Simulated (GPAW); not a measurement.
Runs of GPAW 26.7.0 on SnTe. It takes space group Fm-3m (No. 225, cubic). The conventional cell has a = 6.302 Å, b = 6.302 Å, c = 6.302 Å, α = 90.00°, β = 90.00°, γ = 90.00°. Around Te (site symmetry m-3m) lie 6 Sn at 3.15 Å. Sn (site symmetry m-3m) has 6 Te at 3.15 Å as nearest neighbours. 

```tsv
task	level	potentials or basis	cell	k mesh	band path	band points	eigensolver	optimizer	fmax	pressure (GPa)
band structure	revPBE	the program's PAW data sets (release 1.2.1) made for this functional, pw	as given	7 × 7 × 7	GXWKGLUWLK,UX	100	-	-	-	3.0
band structure	BLYP	PAW data sets generated in the run's folder for this functional, pw	as given	7 × 7 × 7	GXWKGLUWLK,UX	80	davidson	-	-	5.8
relaxation of cell and atoms	RPBE+D3(BJ)	the program's PAW data sets (release 1.2.1) made for this functional, pw	relaxed	7 × 7 × 7	-	-	-	BFGS	0.02 eV/Å	0.0
relaxation of cell and atoms	PBEsol	PAW data sets generated in the run's folder for this functional, pw	relaxed to 1 GPa	7 × 7 × 7	-	-	-	BFGS	0.02 eV/Å	1.1
band structure	RPBE	the program's PAW data sets (release 1.2.1) made for this functional, pw	as given	7 × 7 × 7	GXWKGLUWLK,UX	60	-	-	-	(a)
relaxation of cell and atoms	BLYP+D4	PAW data sets generated in the run's folder for this functional, pw	relaxed to 2 GPa	7 × 7 × 7	-	-	davidson	BFGS	0.02 eV/Å	2.0
relaxation of cell and atoms	RPBE+D4	the program's PAW data sets (release 1.2.1) made for this functional, pw	relaxed to 1 GPa	7 × 7 × 7	-	-	-	BFGS	0.05 eV/Å	1.1
```

Alike in all rows: no spin polarisation; cutoff (eV) 600; smearing fermi-dirac 0.05 eV.

Estimate the missing entries.

(a) 3.4.

Caveats: later steps reuse the first step's grids (some runs).

Runs at the PBE level aren't shown here.
